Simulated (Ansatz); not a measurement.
# CO2: the cost of one run

Computed with Ansatz 0.2.0 (DFT, PBE, plane-wave PAW, default files, scalar-relativistic, as far as a step names no other, unless a step's input says otherwise).

### Step 1. The structure to begin with

The structure is orthorhombic, space group Pbcn (No. 60). The conventional cell has a = 4.344 Å, b = 6.111 Å, c = 4.285 Å, α = 90.00°, β = 90.00°, γ = 90.00°. Around C (site symmetry 2) lie 2 O at 1.16 Å. Around O (site symmetry 1) lie 1 C at 1.16 Å.

As a file:

```xyz
12
Lattice="4.3441 0.0000 0.0000 0.0000 6.1110 0.0000 0.0000 0.0000 4.2850" Properties=species:S:1:pos:R:3 pbc="T T T"
C     0.0000    2.2243    1.0713
C     2.1721    0.8312    3.2138
C     0.0000    3.8867    3.2138
C     2.1721    5.2798    1.0713
O     1.0079    2.2556    1.6478
O     1.1641    0.7999    3.7903
O     3.1800    0.7999    2.6372
O     3.3362    2.2556    0.4947
O     3.3362    3.8554    2.6372
O     3.1800    5.3111    0.4947
O     1.1641    5.3111    1.6478
O     1.0079    3.8554    3.7903
```

The earlier run gave: gap on the mesh 6.99 eV, largest force 0.018 eV/Å, pressure 20.3 GPa.

The printed gradients, by site:

| site | atoms | first shell | V_zz (10²¹ V/m²) | η | C_Q (MHz) |
| --- | --- | --- | --- | --- | --- |
| C | 1, 2, 3, 4 | 2 O at 1.16 Å, angle 177° | -2.99 | 0.05 | – |
| O | 5, 6, 7, 8, … | 1 C at 1.16 Å | 7.16 | 0.14 | -4.43 (¹⁷O) |

V_zz is the principal component of the electric field gradient with the largest magnitude, η = (V_xx − V_yy)/V_zz and C_Q = eQV_zz/h. Q values from Pyykkö, Mol. Phys. 116, 1328 (2018). A dash under C_Q marks elements without a common quadrupolar isotope.

### Step 2. Trying other settings (hamiltonian.pseudopotentials = kind: paw, source: ansatz, scf.occupations.method = gaussian, scf.occupations.width = 0.3)

The input, input.yaml:

```yaml
crystal:
  lattice:
    - [4.3441, 0.0, 0.0]
    - [0.0, 6.111, 0.0]
    - [0.0, 0.0, 4.285]
  atoms:
    - { symbol: C, position: [0.0, 0.3639828552, 0.25] }
    - { symbol: C, position: [0.5, 0.1360171448, 0.75] }
    - { symbol: C, position: [0.0, 0.6360171448, 0.75] }
    - { symbol: C, position: [0.5, 0.8639828552, 0.25] }
    - { symbol: O, position: [0.232020081, 0.369111672, 0.3845564536] }
    - { symbol: O, position: [0.267979919, 0.130888328, 0.8845564536] }
    - { symbol: O, position: [0.732020081, 0.130888328, 0.6154435464] }
    - { symbol: O, position: [0.767979919, 0.369111672, 0.1154435464] }
    - { symbol: O, position: [0.767979919, 0.630888328, 0.6154435464] }
    - { symbol: O, position: [0.732020081, 0.869111672, 0.1154435464] }
    - { symbol: O, position: [0.267979919, 0.869111672, 0.3845564536] }
    - { symbol: O, position: [0.232020081, 0.630888328, 0.8845564536] }
kpoints:
  mp_grid: { grid: [5, 3, 5] }
scf:
  occupations: { method: gaussian, width: 0.3 }
hamiltonian:
  xc: pbe
  pseudopotentials: { kind: paw, source: ansatz }
output:
  forces: true
  stress: true
  populations: true
  efg: { quadrupole_moments_barn: { O: -0.02558 }, contact_densities: true }
```

The run is started by

```bash
$ ansatz run input.yaml --threads 1 --pin off --max-ram 3072MiB --backend cpu --events-out ev --progress --plain --runs-dir out
```

What time and memory should one allow on 1 thread of Intel Xeon Platinum 8259CL at 2.50GHz (Skylake/Cascade Lake), shared host?

About 19 s, with a peak of 0.69 GiB.
